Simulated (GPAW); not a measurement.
WC (Qusongite):

```xyz
2
Lattice="2.9065 0.0000 0.0000 -1.4532 2.5171 0.0000 0.0000 0.0000 2.8366" Properties=species:S:1:pos:R:3 pbc="T T T"
W     0.0000    0.0000    0.0000
C     1.4533    0.8390    1.4183
```

```yaml
Program: GPAW 26.7.0
Task: single point
Functional: PBE
Potentials_or_basis: GPAW PAW data sets (gpaw-data 1.2.1)
Cutoff: 800 eV
Basis: pw
k_mesh: 10 × 10 × 9
Occupations: fermi-dirac, width 0.05 eV
Spin: no spin polarisation
```

On this cell: pressure 5.4 GPa; largest force under 0.003 eV/Å; band gap on the k mesh none (metal or under the smearing width).

The same run follows on a disturbed copy (atoms moved at random, drawn with an rms of 0.05 Å):

```
CELL_PARAMETERS angstrom
2.90650 0.00000 0.00000
-1.45325 2.51710 0.00000
0.00000 0.00000 2.83660
ATOMIC_POSITIONS crystal
W 0.00594 0.00668 0.01947
C 0.68209 0.32485 0.51994
```

Q: What changes?

A: The energy (extrapolated to zero smearing) moves by +16.2 meV/atom; pressure 6.0 GPa; largest force 1.046 eV/Å; band gap on the k mesh none (metal or under the smearing width).

Forces in eV/Å, atoms in the order of the input:
```
W    0.838 -0.626  0.020
C   -0.838  0.626 -0.019
```

Stress tensor (GPa, compression positive):
```
 7.65 -2.19  0.03
-2.19  4.31 -0.02
 0.03 -0.02  6.12
```
